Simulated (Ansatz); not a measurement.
Method: Ansatz 0.2.0, DFT PBE, scalar-relativistic, plane waves, PAW. Settings: cutoff 420 eV, Γ-centred meshes spaced at most about 0.3 Å⁻¹, and about 0.25 Å⁻¹ or finer for metals (2π included), Gaussian smearing. No spin polarisation in the final relaxations.

These are static total energies at zero pressure.

Compare these two cells of Na3H, each relaxed at this level.

1. Space group P6/mmm (No. 191), hexagonal, a = 6.237 Å, c = 3.468 Å. Na is surrounded by 4 Na at 3.12 Å, 2 H at 3.12 Å and 2 Na at 3.47 Å; H is surrounded by 6 Na at 3.12 Å and 2 H at 3.47 Å.

2. Space group Pmmm (No. 47), orthorhombic, a = 3.283 Å, b = 3.554 Å, c = 9.998 Å. Around Na on a site of symmetry mmm lie 6 Na at 3.28–3.55 Å; around Na on a site of symmetry mm2 lie 2 H at 2.28 Å and 6 Na at 3.18–3.55 Å; around H lie 4 Na at 2.28 Å.

Task: Which form is favoured at zero pressure, and by what margin per atom?

Result: Cell 2 is lower, by 0.32 eV/atom. Cell 1 has space group P6/mmm (No. 191), 29.2 Å³/atom and no gap on its mesh; cell 2 has space group Pmmm (No. 47), 29.2 Å³/atom and no gap. Counting Na atoms around H (those within 1.25 times the shortest such distance or 1.15 times the sum of covalent radii, 1.27 where that leaves under three; the shortest distance is added where it exceeds 1.18 times the sum of covalent radii), cell 1 has H 6 from 3.1 Å and cell 2 has H 4. Even the lower one lies +0.07 eV/atom against the reference forms of the elements (uncorrected), a margin that errors in the energy of the gaseous reference can exceed. Both come from invented guesses.

H stands nearly free of neighbours here, and without spin polarisation the energy of such atoms comes out too high. With hydrogen, zero-point motion can shift such differences by 10 meV/atom or more. Cells relaxed within their symmetry can be saddle points.
